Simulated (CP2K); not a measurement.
Crystal: KCl (Sylvite).

```xyz
2
Lattice="4.4498 0.0000 0.0000 2.2249 3.8536 0.0000 2.2249 1.2845 3.6332" Properties=species:S:1:pos:R:3 pbc="T T T"
K     0.0000    0.0000    0.0000
Cl    4.4498    2.5691    1.8166
```

Base run:

```yaml
Program: CP2K 2026.2
Functional: HLE17
Potentials_or_basis: POTENTIAL_UZH K GTH-PBE-q9, Cl GTH-PBE-q7; TZVP-MOLOPT-PBE-GTH basis
Density_cutoff: 9184 eV
k_mesh: 7 × 7 × 7
Occupations: fermi-dirac, width 0.05 eV
Spin: no spin polarisation
```

Its results: band gap on the k mesh 6.87 eV, direct; pressure 0.2 GPa.

Q: The run is repeated on the same cell with these changes: functional from HLE17 to PBEsol. What comes out?

A: Band gap on the k mesh 4.98 eV, direct; pressure -0.3 GPa.

Caveats: the potentials were made for another functional, which shifts forces and pressure; the basis of atomic orbitals isn't converged, which shifts pressures, moduli and gaps; the potentials were made for a functional far from this one (some runs).
